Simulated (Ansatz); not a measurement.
ZrC under changes of volume

One of the cells (13.228 Å³/atom); the others are scaled copies at fixed shape and fractional positions:

```
Zr C
1.0
     0.00000    2.36500    2.36500
     2.36500    0.00000    2.36500
     2.36500    2.36500    0.00000
Zr C
1 1
Direct
  0.50000 0.50000 0.50000
  0.00000 0.00000 0.00000
```

| Property | Result |
| --- | --- |
| Program | Ansatz 0.2.0 |
| Functional | PBEsol |
| Potentials or basis | all-electron LAPW, scalar-relativistic |
| Cutoff | 274 eV (chosen from the basis error) |
| Basis error allowed | 0.0005 eV/atom |
| k mesh | 10 × 10 × 10 |
| Occupations | fermi-dirac, width 0.05 eV |
| Spin | no spin polarisation |

```tsv
volume (Å³/atom)	energy over the lowest point (meV/atom)	pressure (GPa)
12.434	?	?
12.699	0.00	0.5
12.963	3.15	-4.2
13.228	13.68	-8.4
13.493	30.84	-12.3
13.757	53.98	-15.7
14.022	82.50	-18.8
```

Question: What does the run at 12.434 Å³/atom give?

Answer: Energy over the lowest point 5.04 meV/atom; pressure 5.7 GPa.

Worked out: A Birch-Murnaghan fit of order 3 (a polynomial in V^(-2/3)) to the other rows has its minimum at 12.72 Å³/atom with B0 = V·E''(V) = 236 GPa and B' = 4.1. It gives 5.06 meV/atom at 12.434 Å³/atom, against the run's 5.04, and -dE/dV = 5.7 GPa, against 5.7.

Energies are extrapolated to zero smearing.
